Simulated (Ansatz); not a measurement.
# Titanium, fcc: r²SCAN0 after r²SCAN, part 2 of 2

How do the levels change when part of the exchange is made exact, and what does it cost? Spin polarisation is left out. The cell comes from an earlier r²SCAN relaxation. Exact exchange is dear, so the k-mesh is coarse, and r²SCAN is run on the same mesh for comparison.

Ansatz 0.2.0, plane waves with PAW, scalar-relativistic. The steps go on from the part before.

**3. r²SCAN0 on the coarse mesh**

The run with r²SCAN0.

input.yaml reads:

```yaml
crystal:
  lattice:
    - [0.0, 2.0563573276, 2.0563573276]
    - [2.0563573276, 0.0, 2.0563573276]
    - [2.0563573276, 2.0563573276, 0.0]
  atoms:
    - { symbol: Ti, position: [0.0, 0.0, 0.0] }
hamiltonian:
  xc: r2scan0
  pseudopotentials:
    kind: paw
    azcp:
      Ti: "pseudopotentials/Ti.paw.azcp"
basis:
  ecutwfc: 500
  fft_grid_basis: typed
kpoints:
  mp_grid: { grid: [7, 7, 7], shift: [0, 0, 0] }
magnetization:
  spin_polarized: false
scf:
  occupations: { method: fermi_dirac, width: 0.1 }
```

Run with:

```sh
ansatz run input.yaml --threads 4 --pin off --max-ram 8192MiB --backend cpu --events-out ev --progress --plain --runs-dir out
```

Output:

```text
Warning: RAYON_NUM_THREADS=4 ignored (pool sized by the plan → 4); use --threads N
Engine: ansatz 0.2.0, aarch64-unknown-linux-gnu
Pseudopotentials: kind: paw
Pseudopotential: Ti, paw, valence charge 12, recommended cutoff 500 eV (meta_gga), <dir>
Functional definition: r2SCAN0
  parameter a = 0.25
  parameter k0 = 0.174
  parameter k1 = 0.065
  parameter a1 = 4.9479
  exchange = (1 - a)*r2scan_x(k0 = k0, k1 = k1, a1 = a1) + a*exact_x
  correlation = r2scan_c
Crystal: 1 atoms, lattice volume = 17.391 Å³
Basis set: ecut = 500 eV, 459 PW (Γ), exchange–correlation on 96×96×96 points (64 copies of the dense FFT grid, shifted against one another)
Bands: 10, of which v1, the nominal top of the filled ones, is band 6 counted from 1 (5 counted from 0)
Symmetry: 48 space group operations
Space group: Fm-3m (ITA 225), of the structure as read, at distance tolerance 2.6e-5 Å
k-points: 20 of 343
Non-local potential: Ti, projectors of the file, l = 0: 3, l = 1: 2, l = 2: 3, l = 3: 1
PAW form: soft (Blöchl's): semilocal exchange-correlation on the pseudo side does not see the compensation charge
PAW frozen core: Ti, regenerated for the run's functional, and the local potential with it (the file was generated under x = pbe(κ = 0.804, μ = 0.2195149727645171), c = pbe(β = 0.06672455060314922))
PAW one-centre angular grid: Ti, 590 points (default); XC on 160 Gauss nodes
Initial density: superposition of atomic densities (neutral atoms: chi_scale 0, normalization atom), corrected by the library's trained network
Initial wavefunctions: pseudopotential atomic-orbital guess
Functional: x = r2scan, c = r2scan; τ floored in thin density (d = 2e-4 eV/Å³), warm-up for x = 0.75 r2scan + 0.25 exact, c = r2scan; τ floored in thin density (d = 2e-4 eV/Å³)
SCF iter   1: F=—  HF=-2504.306942 eV  |F-HF|=—  |Δ(HF+E_count)|=         —  Δρ=1.54e-2  dr2=3.83e-2  dr2_τ=7.89e-3  ethr=1.77e-3  ⟨swp⟩=4.8  Hψ=782  notcnv=0
preconditioner: auto → none  [metal: Δε(μ)=0.024 eV  Ē_g=4.525 eV  σ=0.100 eV  W_gap=0.06  n_scr=0 (ndim 8)  ℏωp=17.8 eV  f_vac=0.000  D(μ)=1.67/eV (n_scr^D=14)]
iter 2 solved again at ethr=2.22e-5 eV; its pass at ethr=3.19e-4 eV (dr2=2.66e-3 eV) is discarded
SCF iter   2: F=—  HF=-2504.324728 eV  |F-HF|=—  |Δ(HF+E_count)|=   1.78e-2  Δρ=4.83e-3  dr2=2.66e-3  dr2_τ=8.56e-4  ethr=2.22e-5  ⟨swp⟩=2.0  Hψ=951  notcnv=0
SCF iter   3: F=—  HF=-2504.324257 eV  |F-HF|=—  |Δ(HF+E_count)|=   4.71e-4  Δρ=1.70e-3  dr2=1.73e-4  dr2_τ=6.95e-5  ethr=2.22e-5  ⟨swp⟩=3.9  Hψ=467  notcnv=0
SCF iter   4: F=—  HF=-2504.324682 eV  |F-HF|=—  |Δ(HF+E_count)|=   4.25e-4  Δρ=1.22e-4  dr2=1.23e-6  dr2_τ=2.37e-7  ethr=1.44e-6  ⟨swp⟩=3.0  Hψ=461  notcnv=0
SCF iter   5: F=—  HF=-2504.324686 eV  |F-HF|=—  |Δ(HF+E_count)|=   4.34e-6  Δρ=2.87e-5  dr2=1.02e-7  dr2_τ=7.14e-9  ethr=1.03e-8  ⟨swp⟩=3.4  Hψ=443  notcnv=0
SCF iter   6: F=—  HF=-2504.324686 eV  |F-HF|=—  |Δ(HF+E_count)|=   8.34e-8  Δρ=5.74e-6  dr2=4.58e-9  dr2_τ=5.90e-10  ethr=8.53e-10  ⟨swp⟩=3.9  Hψ=487  notcnv=0
SCF iter   7: F=-2504.324686 eV  HF=-2504.324686 eV  |F-HF|=8.91e-11  |Δ(HF+E_count)|=   5.38e-9  Δρ=1.48e-6  dr2=3.31e-10  dr2_τ=7.54e-12  ethr=3.82e-11  ⟨swp⟩=3.0  Hψ=420  notcnv=0
SCF 1 converged in 7 iterations: F = -2504.324686 eV  dr2 = 3.31e-10
Initial density: handed on by an earlier stage of this run
Initial wavefunctions: those handed on with the density
Functional: x = 0.75 r2scan + 0.25 exact, c = r2scan; τ floored in thin density (d = 2e-4 eV/Å³)
Frozen-core exchange: fock
iter 1 solved again at ethr=4.29e-4 eV; its pass at ethr=1.00e-1 eV (dr2=5.15e-2 eV) is discarded
SCF iter   1: F=—  HF=-2502.719701 eV  |F-HF|=—  |Δ(HF+E_count)|=         —  Δρ=2.31e-2  dr2=1.19e-1  dr2_τ=2.31e-3  ethr=4.29e-4  ⟨swp⟩=4.2  Hψ=1026  notcnv=0
eigensolver tolerance schedule calibrated: the retry pair's looser diagonalisation under-reported the residual by θ = 0.47 (0.20/decade); ethr = c·dr2/N_el runs at the constant in force after the calibration composes with the one it found (an armed cap, an earlier calibration), c = 2.5e-2
preconditioner: auto → none  [insulator: Δε(μ)=0.334 eV  Ē_g=6.259 eV  σ=0.100 eV  W_gap=0.57  n_scr=0 (ndim 8)  ℏωp=17.8 eV  f_vac=0.000  D(μ)=0.65/eV (n_scr^D=0)]
SCF iter   2: F=—  HF=-2502.681215 eV  |F-HF|=—  |Δ(HF+E_count)|=   3.85e-2  Δρ=4.41e-3  dr2=1.16e-2  dr2_τ=1.60e-3  ethr=2.05e-4  ⟨swp⟩=3.9  Hψ=638  notcnv=0
SCF iter   3: F=—  HF=-2502.680696 eV  |F-HF|=—  |Δ(HF+E_count)|=   5.19e-4  Δρ=1.60e-3  dr2=1.11e-2  dr2_τ=3.24e-5  ethr=2.72e-6  ⟨swp⟩=3.9  Hψ=564  notcnv=0
SCF iter   4: F=—  HF=-2502.680690 eV  |F-HF|=—  |Δ(HF+E_count)|=   5.95e-6  Δρ=1.47e-4  dr2=1.22e-6  dr2_τ=2.29e-7  ethr=3.30e-7  ⟨swp⟩=3.0  Hψ=452  notcnv=0
SCF iter   5: F=-2502.680690 eV  HF=-2502.680690 eV  |F-HF|=1.59e-8  |Δ(HF+E_count)|=   7.26e-8  Δρ=1.77e-5  dr2=2.81e-8  dr2_τ=5.62e-9  ethr=2.58e-9  ⟨swp⟩=3.7  Hψ=593  notcnv=0
SCF 2 converged in 5 iterations: F = -2502.680690 eV  dr2 = 2.81e-8
hybrid outer 1: dexx = +2.547e-2 eV, tail = 2.66e-2 eV
Frozen-core exchange: fock
SCF iter   1: F=—  HF=-2502.715818 eV  |F-HF|=—  |Δ(HF+E_count)|=         —  Δρ=3.86e-3  dr2=4.81e-3  dr2_τ=5.15e-5  ethr=1.11e-3  ⟨swp⟩=2.0  Hψ=400  notcnv=0
preconditioner: auto → none  [insulator: Δε(μ)=0.510 eV  Ē_g=6.135 eV  σ=0.100 eV  W_gap=0.59  n_scr=0 (ndim 8)  ℏωp=17.8 eV  f_vac=0.000  D(μ)=0.44/eV (n_scr^D=0)]
iter 2 solved again at ethr=9.19e-7 eV; its pass at ethr=2.28e-5 eV (dr2=1.10e-4 eV) is discarded
SCF iter   2: F=—  HF=-2502.714928 eV  |F-HF|=—  |Δ(HF+E_count)|=   8.89e-4  Δρ=8.35e-4  dr2=1.67e-3  dr2_τ=1.77e-6  ethr=9.19e-7  ⟨swp⟩=2.0  Hψ=754  notcnv=0
SCF iter   3: F=—  HF=-2502.714906 eV  |F-HF|=—  |Δ(HF+E_count)|=   2.22e-5  Δρ=4.20e-4  dr2=3.48e-5  dr2_τ=2.80e-6  ethr=9.19e-7  ⟨swp⟩=3.0  Hψ=365  notcnv=0
SCF iter   4: F=—  HF=-2502.714896 eV  |F-HF|=—  |Δ(HF+E_count)|=   9.90e-6  Δρ=1.66e-4  dr2=5.57e-6  dr2_τ=1.30e-7  ethr=2.90e-7  ⟨swp⟩=2.8  Hψ=366  notcnv=0
SCF iter   5: F=-2502.714894 eV  HF=-2502.714894 eV  |F-HF|=2.71e-8  |Δ(HF+E_count)|=   1.71e-6  Δρ=1.83e-5  dr2=6.24e-8  dr2_τ=1.04e-9  ethr=4.64e-8  ⟨swp⟩=3.0  Hψ=427  notcnv=0
SCF 3 converged in 5 iterations: F = -2502.714894 eV  dr2 = 6.24e-8
hybrid outer 2: dexx = +3.145e-3 eV, tail = 3.18e-3 eV, Δε = 2.36e-1 eV (about 1.18e-1 eV left of the loop's levels)
Frozen-core exchange: fock
SCF iter   1: F=—  HF=-2502.719413 eV  |F-HF|=—  |Δ(HF+E_count)|=         —  Δρ=1.29e-3  dr2=9.94e-4  dr2_τ=6.28e-6  ethr=1.33e-4  ⟨swp⟩=2.0  Hψ=400  notcnv=0
preconditioner: auto → none  [insulator: Δε(μ)=0.631 eV  Ē_g=6.119 eV  σ=0.100 eV  W_gap=0.75  n_scr=0 (ndim 8)  ℏωp=17.8 eV  f_vac=0.000  D(μ)=0.44/eV (n_scr^D=0)]
iter 2 solved again at ethr=3.80e-8 eV; its pass at ethr=2.59e-6 eV (dr2=4.56e-6 eV) is discarded
SCF iter   2: F=—  HF=-2502.719308 eV  |F-HF|=—  |Δ(HF+E_count)|=   1.05e-4  Δρ=1.60e-4  dr2=5.74e-4  dr2_τ=2.12e-7  ethr=3.80e-8  ⟨swp⟩=3.1  Hψ=842  notcnv=0
SCF iter   3: F=-2502.720513 eV  HF=-2502.720552 eV  |F-HF|=3.96e-5  |Δ(HF+E_count)|=   1.24e-3  Δρ=5.29e-4  dr2=2.58e-4  dr2_τ=1.01e-6  ethr=3.80e-8  ⟨swp⟩=4.0  Hψ=482  notcnv=0
SCF 4 stopped early in 3 iterations: F = -2502.720513 eV  dr2 = 2.58e-4
hybrid outer 3: dexx = +2.041e-3 eV, tail = 8.25e-3 eV, Δε = 2.61e-1 eV (about 8.61e-2 eV left of the loop's levels)
Frozen-core exchange: fock
SCF iter   1: F=—  HF=-2502.720981 eV  |F-HF|=—  |Δ(HF+E_count)|=         —  Δρ=3.55e-4  dr2=6.02e-5  dr2_τ=3.51e-7  ethr=2.20e-5  ⟨swp⟩=2.0  Hψ=400  notcnv=0
preconditioner: auto → none  [insulator: Δε(μ)=0.632 eV  Ē_g=6.112 eV  σ=0.100 eV  W_gap=0.74  n_scr=0 (ndim 8)  ℏωp=17.8 eV  f_vac=0.000  D(μ)=0.44/eV (n_scr^D=0)]
iter 2 solved again at ethr=1.80e-9 eV; its pass at ethr=2.14e-7 eV (dr2=2.16e-7 eV) is discarded
SCF iter   2: F=—  HF=-2502.720972 eV  |F-HF|=—  |Δ(HF+E_count)|=   9.07e-6  Δρ=3.60e-5  dr2=3.27e-5  dr2_τ=1.11e-8  ethr=1.80e-9  ⟨swp⟩=3.7  Hψ=844  notcnv=0
SCF iter   3: F=—  HF=-2502.721118 eV  |F-HF|=—  |Δ(HF+E_count)|=   1.46e-4  Δρ=6.08e-5  dr2=8.00e-6  dr2_τ=3.01e-8  ethr=1.73e-9  ⟨swp⟩=4.0  Hψ=497  notcnv=0
SCF iter   4: F=—  HF=-2502.721147 eV  |F-HF|=—  |Δ(HF+E_count)|=   2.99e-5  Δρ=5.50e-5  dr2=3.71e-6  dr2_τ=1.72e-8  ethr=1.73e-9  ⟨swp⟩=3.9  Hψ=475  notcnv=0
Mixer restart at iter 4: flushing history
SCF iter   5: F=—  HF=-2502.721159 eV  |F-HF|=—  |Δ(HF+E_count)|=   1.16e-5  Δρ=2.25e-5  dr2=8.48e-7  dr2_τ=3.53e-9  ethr=1.73e-9  ⟨swp⟩=3.5  Hψ=375  notcnv=0
SCF iter   6: F=—  HF=-2502.721160 eV  |F-HF|=—  |Δ(HF+E_count)|=   1.38e-6  Δρ=1.99e-5  dr2=1.68e-7  dr2_τ=1.59e-9  ethr=6.06e-10  ⟨swp⟩=3.6  Hψ=390  notcnv=0
SCF iter   7: F=-2502.721161 eV  HF=-2502.721161 eV  |F-HF|=4.18e-8  |Δ(HF+E_count)|=   3.38e-7  Δρ=1.79e-5  dr2=5.76e-8  dr2_τ=4.31e-9  ethr=5.76e-10  ⟨swp⟩=3.9  Hψ=482  notcnv=0
SCF 5 converged in 7 iterations: F = -2502.721161 eV  dr2 = 5.76e-8
hybrid outer 4: dexx = +3.567e-4 eV, tail = 4.06e-5 eV, Δε = 1.25e-1 eV (about 6.62e-2 eV left of the loop's levels)
Frozen-core exchange: fock
SCF iter   1: F=—  HF=-2502.721166 eV  |F-HF|=—  |Δ(HF+E_count)|=         —  Δρ=2.30e-5  dr2=1.30e-7  dr2_τ=6.88e-9  ethr=1.15e-8  ⟨swp⟩=2.9  Hψ=448  notcnv=0
preconditioner: auto → none  [insulator: Δε(μ)=0.608 eV  Ē_g=6.111 eV  σ=0.100 eV  W_gap=0.72  n_scr=0 (ndim 8)  ℏωp=17.8 eV  f_vac=0.000  D(μ)=0.43/eV (n_scr^D=0)]
iter 2 solved again at ethr=2.32e-11 eV; its pass at ethr=5.95e-10 eV (dr2=2.78e-9 eV) is discarded
SCF iter   2: F=-2502.721166 eV  HF=-2502.721166 eV  |F-HF|=1.03e-9  |Δ(HF+E_count)|=   9.57e-8  Δρ=4.75e-6  dr2=3.62e-8  dr2_τ=9.59e-10  ethr=2.32e-11  ⟨swp⟩=2.9  Hψ=813  notcnv=0
SCF 6 converged in 2 iterations: F = -2502.721166 eV  dr2 = 3.62e-8
hybrid outer 5: dexx = +2.302e-7 eV, tail = 1.13e-7 eV, Δε = 2.31e-3 eV (about 1.93e-3 eV left of the loop's levels)
Frozen-core exchange: fock
iter 1 solved again at ethr=7.72e-9 eV; its pass at ethr=1.00e-1 eV (dr2=9.26e-7 eV) is discarded
SCF iter   1: F=—  HF=-2502.721024 eV  |F-HF|=—  |Δ(HF+E_count)|=         —  Δρ=8.64e-5  dr2=3.09e-5  dr2_τ=1.18e-8  ethr=7.72e-9  ⟨swp⟩=3.4  Hψ=671  notcnv=0
preconditioner: auto → none  [insulator: Δε(μ)=0.570 eV  Ē_g=6.110 eV  σ=0.100 eV  W_gap=0.68  n_scr=0 (ndim 8)  ℏωp=17.8 eV  f_vac=0.000  D(μ)=0.41/eV (n_scr^D=0)]
iter 2 solved again at ethr=6.21e-10 eV; its pass at ethr=7.72e-9 eV (dr2=7.45e-8 eV) is discarded
SCF iter   2: F=—  HF=-2502.721123 eV  |F-HF|=—  |Δ(HF+E_count)|=   9.89e-5  Δρ=2.35e-5  dr2=9.38e-6  dr2_τ=6.75e-9  ethr=6.21e-10  ⟨swp⟩=2.2  Hψ=684  notcnv=0
SCF iter   3: F=—  HF=-2502.721163 eV  |F-HF|=—  |Δ(HF+E_count)|=   3.94e-5  Δρ=3.57e-5  dr2=6.25e-7  dr2_τ=3.77e-9  ethr=6.21e-10  ⟨swp⟩=4.1  Hψ=400  notcnv=0
SCF iter   4: F=—  HF=-2502.721163 eV  |F-HF|=—  |Δ(HF+E_count)|=   1.34e-7  Δρ=1.22e-5  dr2=4.12e-7  dr2_τ=1.28e-9  ethr=6.21e-10  ⟨swp⟩=3.9  Hψ=433  notcnv=0
Mixer restart at iter 4: flushing history
SCF iter   5: F=-2502.721164 eV  HF=-2502.721164 eV  |F-HF|=3.34e-8  |Δ(HF+E_count)|=   1.48e-6  Δρ=1.77e-5  dr2=6.63e-8  dr2_τ=3.87e-10  ethr=1.89e-10  ⟨swp⟩=3.5  Hψ=372  notcnv=0
SCF 7 converged in 5 iterations: F = -2502.721164 eV  dr2 = 6.63e-8
hybrid outer 1: dexx = +3.668e-4 eV, tail = 1.93e-7 eV
Frozen-core exchange: fock
SCF iter   1: F=—  HF=-2502.721166 eV  |F-HF|=—  |Δ(HF+E_count)|=         —  Δρ=2.08e-5  dr2=8.24e-8  dr2_τ=5.57e-10  ethr=8.33e-9  ⟨swp⟩=2.3  Hψ=406  notcnv=0
preconditioner: auto → none  [insulator: Δε(μ)=0.605 eV  Ē_g=6.110 eV  σ=0.100 eV  W_gap=0.72  n_scr=0 (ndim 8)  ℏωp=17.8 eV  f_vac=0.000  D(μ)=0.43/eV (n_scr^D=0)]
SCF iter   2: F=-2502.721166 eV  HF=-2502.721166 eV  |F-HF|=7.84e-9  |Δ(HF+E_count)|=   1.72e-9  Δρ=1.07e-5  dr2=2.31e-8  dr2_τ=1.30e-10  ethr=5.61e-10  ⟨swp⟩=2.0  Hψ=323  notcnv=0
SCF 8 converged in 2 iterations: F = -2502.721166 eV  dr2 = 2.31e-8
hybrid outer 2: dexx = +5.396e-8 eV, tail = 5.21e-8 eV, Δε = 8.49e-4 eV (about 8.43e-4 eV left of the loop's levels)
exact exchange: an outer loop of this run ended on a state whose frontier levels can be filled otherwise, and a further loop was made from that state with electrons moved between them. It converged no lower than the two loops' stops tell apart, in 7 SCF iterations, so its state is not used
Frozen-core exchange: fock
iter 1 solved again at ethr=1.87e-7 eV; its pass at ethr=1.00e-1 eV (dr2=2.25e-5 eV) is discarded
SCF iter   1: F=—  HF=-2502.720166 eV  |F-HF|=—  |Δ(HF+E_count)|=         —  Δρ=4.31e-4  dr2=1.59e-4  dr2_τ=4.91e-7  ethr=1.87e-7  ⟨swp⟩=3.4  Hψ=675  notcnv=0
Mixer restart at iter 1: flushing history
preconditioner: auto → none  [insulator: Δε(μ)=0.464 eV  Ē_g=6.118 eV  σ=0.100 eV  W_gap=0.80  n_scr=0 (ndim 8)  ℏωp=17.8 eV  f_vac=0.000  D(μ)=0.21/eV (n_scr^D=0)]
SCF iter   2: F=—  HF=-2502.720584 eV  |F-HF|=—  |Δ(HF+E_count)|=   4.18e-4  Δρ=1.47e-4  dr2=5.42e-5  dr2_τ=1.91e-7  ethr=1.87e-7  ⟨swp⟩=3.0  Hψ=356  notcnv=0
SCF iter   3: F=—  HF=-2502.720716 eV  |F-HF|=—  |Δ(HF+E_count)|=   1.32e-4  Δρ=5.04e-5  dr2=2.77e-5  dr2_τ=3.01e-8  ethr=2.57e-8  ⟨swp⟩=3.0  Hψ=361  notcnv=0
SCF iter   4: F=—  HF=-2502.720859 eV  |F-HF|=—  |Δ(HF+E_count)|=   1.44e-4  Δρ=6.46e-5  dr2=8.60e-6  dr2_τ=6.17e-8  ethr=2.80e-9  ⟨swp⟩=4.0  Hψ=521  notcnv=0
SCF iter   5: F=—  HF=-2502.720937 eV  |F-HF|=—  |Δ(HF+E_count)|=   7.77e-5  Δρ=2.64e-5  dr2=5.90e-6  dr2_τ=4.42e-8  ethr=2.80e-9  ⟨swp⟩=4.0  Hψ=494  notcnv=0
SCF iter   6: F=—  HF=-2502.720967 eV  |F-HF|=—  |Δ(HF+E_count)|=   3.03e-5  Δρ=1.66e-4  dr2=1.15e-5  dr2_τ=1.67e-7  ethr=4.59e-10  ⟨swp⟩=4.8  Hψ=646  notcnv=0
SCF iter   7: F=—  HF=-2502.721012 eV  |F-HF|=—  |Δ(HF+E_count)|=   4.43e-5  Δρ=6.88e-4  dr2=1.00e-4  dr2_τ=3.42e-6  ethr=4.59e-10  ⟨swp⟩=5.7  Hψ=750  notcnv=0  recentre
Mixer restart at iter 7: flushing history
SCF iter   8: F=—  HF=-2502.721008 eV  |F-HF|=—  |Δ(HF+E_count)|=   3.79e-6  Δρ=6.47e-4  dr2=9.21e-5  dr2_τ=2.84e-6  ethr=4.59e-10  ⟨swp⟩=4.2  Hψ=500  notcnv=0
SCF iter   9: F=—  HF=-2502.720985 eV  |F-HF|=—  |Δ(HF+E_count)|=   2.31e-5  Δρ=3.18e-4  dr2=4.54e-5  dr2_τ=2.09e-6  ethr=4.59e-10  ⟨swp⟩=5.3  Hψ=808  notcnv=0
SCF iter  10: F=—  HF=-2502.720978 eV  |F-HF|=—  |Δ(HF+E_count)|=   6.80e-6  Δρ=2.10e-5  dr2=2.81e-5  dr2_τ=4.66e-9  ethr=4.59e-10  ⟨swp⟩=4.9  Hψ=745  notcnv=0
SCF iter  11: F=—  HF=-2502.721084 eV  |F-HF|=—  |Δ(HF+E_count)|=   1.06e-4  Δρ=4.80e-4  dr2=4.25e-5  dr2_τ=1.83e-6  ethr=3.66e-10  ⟨swp⟩=5.8  Hψ=708  notcnv=0
SCF iter  12: F=-2502.721068 eV  HF=-2502.721068 eV  |F-HF|=4.20e-9  |Δ(HF+E_count)|=   1.64e-5  Δρ=6.44e-6  dr2=4.50e-6  dr2_τ=1.59e-10  ethr=3.66e-10  ⟨swp⟩=4.9  Hψ=763  notcnv=0
SCF 9 stopped early in 12 iterations: F = -2502.721068 eV  dr2 = 4.50e-6
hybrid outer 1: dexx = +7.942e-3 eV, tail = 4.86e-5 eV
Frozen-core exchange: fock
SCF iter   1: F=—  HF=-2502.721132 eV  |F-HF|=—  |Δ(HF+E_count)|=         —  Δρ=4.22e-5  dr2=5.43e-6  dr2_τ=9.91e-9  ethr=4.16e-7  ⟨swp⟩=2.1  Hψ=402  notcnv=0
preconditioner: auto → none  [insulator: Δε(μ)=0.630 eV  Ē_g=6.111 eV  σ=0.100 eV  W_gap=0.75  n_scr=0 (ndim 8)  ℏωp=17.8 eV  f_vac=0.000  D(μ)=0.43/eV (n_scr^D=0)]
SCF iter   2: F=—  HF=-2502.721143 eV  |F-HF|=—  |Δ(HF+E_count)|=   1.04e-5  Δρ=2.02e-5  dr2=3.92e-6  dr2_τ=1.38e-9  ethr=2.63e-9  ⟨swp⟩=3.6  Hψ=399  notcnv=0
SCF iter   3: F=—  HF=-2502.721162 eV  |F-HF|=—  |Δ(HF+E_count)|=   1.97e-5  Δρ=3.96e-5  dr2=1.13e-6  dr2_τ=1.99e-9  ethr=6.63e-10  ⟨swp⟩=3.5  Hψ=440  notcnv=0
SCF iter   4: F=—  HF=-2502.721162 eV  |F-HF|=—  |Δ(HF+E_count)|=   1.47e-7  Δρ=1.47e-5  dr2=8.70e-7  dr2_τ=2.43e-10  ethr=6.63e-10  ⟨swp⟩=3.0  Hψ=365  notcnv=0
SCF iter   5: F=—  HF=-2502.721166 eV  |F-HF|=—  |Δ(HF+E_count)|=   3.98e-6  Δρ=3.01e-5  dr2=2.11e-7  dr2_τ=1.52e-9  ethr=2.78e-10  ⟨swp⟩=3.8  Hψ=396  notcnv=0
iter 6 solved again at ethr=1.00e-12 eV; its pass at ethr=2.78e-10 eV (dr2=8.69e-11 eV) is discarded
SCF iter   6: F=—  HF=-2502.721166 eV  |F-HF|=—  |Δ(HF+E_count)|=   9.28e-8  Δρ=1.19e-6  dr2=6.86e-8  dr2_τ=5.93e-12  ethr=1.00e-12  ⟨swp⟩=4.1  Hψ=850  notcnv=0
Mixer restart at iter 6: flushing history
SCF iter   7: F=-2502.721166 eV  HF=-2502.721166 eV  |F-HF|=3.50e-9  |Δ(HF+E_count)|=   2.83e-7  Δρ=5.09e-6  dr2=4.68e-9  dr2_τ=4.21e-11  ethr=1.00e-12  ⟨swp⟩=4.5  Hψ=509  notcnv=0
SCF 10 converged in 7 iterations: F = -2502.721166 eV  dr2 = 4.68e-9
hybrid outer 2: dexx = +1.610e-4 eV, tail = 9.71e-7 eV, Δε = 5.84e-2 eV (about 3.92e-3 eV left of the loop's levels)
exact exchange: an outer loop of this run ended on a state whose frontier levels can be filled otherwise, and a further loop was made from that state with electrons moved between them. It converged no lower than the two loops' stops tell apart, in 19 SCF iterations, so its state is not used
hybrid SCF converged: 5 outer / 22 inner (+7 warm-up), last move |dexx| = 2.30e-7 eV, tail = 1.13e-7 eV
Stability not checked: this state was not tested for a lower state beside it, because the functional holds exact exchange (a hybrid, or Hartree-Fock), whose exchange loop this test does not read (fock_operator; see scf.lower_state_search)
Free energy (F): -2502.721166 eV
Frozen-core exchange: fock
Harris-Foulkes:  -2502.721166 eV  (|F-HF|=1.03e-9)
Internal energy: -2502.706510 eV  (E = F + TS)
E sigma→0 (E₀):  -2502.713838 eV
Entropy (-TS):   -0.014656 eV (-14.656 meV/atom)
Fermi energy:    13.091168 eV
--- Per-component energies (eV) ---
  E_band       = -202.351966
  E_kinetic    = 271.528767
  E_local      = -800.228816  (includes V_loc(G=0)·N_el)
  E_nonlocal   = 4.270348
  E_hartree    = 324.802670
  E_xc         = -72.442566
  E_vxc        = -101.479878  (∫ρ·V_xc dr)
  E_exx        = -43.948193  (= α·E_x^exact, valence–valence)
  E_paw        = -1030.553645  (= ΣΔE_a)
  E_vpaw       = -144.210121  (= ΣTr[D̂ρ^β])
  E_aug_tail   = 0.000088  (compensation charges beyond the density's cutoff)
  E_vtau       = 6.058832  (kinetic-family band-sum trace: ∫τ·v_τ [+ j·A + Jᵃ·Aᵃ] dr)
  E_ewald      = -1155.798144
  E_core_change = -0.337018  (= ΣΔE_core)
  E_smearing   = -0.014656  (= −TS)
  E_closure    = 0.000000  (closes the sum)
  Σ components = -2502.721166   (vs F -2502.721166, Δ=-4.55e-13)
--- Band table (eV; the first three rows and the last of 20) ---
  k-point 0: bands = ["-50.4204", "-23.8789", "-23.8789", "-23.8789", "5.2240", "15.0693", "15.0693", "15.0693"]
  k-point 1: bands = ["-50.3951", "-24.0240", "-23.8954", "-23.8954", "5.9686", "14.4291", "15.2840", "15.2840"]
  k-point 2: bands = ["-50.3380", "-24.3412", "-23.9317", "-23.9317", "7.8366", "12.9281", "15.4152", "15.4152"]
  k-point 19: bands = ["-50.2449", "-24.3786", "-24.3330", "-24.0967", "11.1658", "11.8299", "12.9949", "16.8043"]
  guard bands above this table: 2 of the run's 10 bands. The solve was not asked for them (output.publish_guard_bands: true or output.eigenvalues: true publishes all)
```

It took 11 s on 4 threads of Arm Neoverse V2, shared host; peak memory 0.93 GiB.

**4. The functionals compared**

```
functional               gap on the mesh  Fermi energy (eV)  SCF cycles  exchange loops  CPU time
    r²SCAN  none (levels filled in part)             13.213           6               -    0.83 s
   r²SCAN0  none (levels filled in part)             13.091          29               5      35 s
```

**5. What came out**

This closing draws on all 2 parts.

| quantity | value |
| --- | --- |
| r²SCAN: gap | none (levels filled in part) |
| r²SCAN0: gap | none (levels filled in part) |
| r²SCAN0: SCF cycles, exchange loops | 29, 5 |
| r²SCAN0: CPU time over that of r²SCAN | 43 |
| r²SCAN0: relative to hcp | +102 meV/atom |

In words: Neither r²SCAN nor r²SCAN0 shows a clean gap on this mesh. r²SCAN0 cost 43 times the CPU time of r²SCAN. r²SCAN0 needed 5 outer loops of the exchange operator. To compare with dense-mesh energies, the change of r²SCAN from this mesh and smearing to its dense run (-2.3 meV/atom, from a run not shown) is added. Under r²SCAN0 it lies 102 meV/atom above hcp (computed apart in the same way); on such meshes a few tens of meV are uncertain for metals. The total energies in the logs cannot be compared from one functional to another.
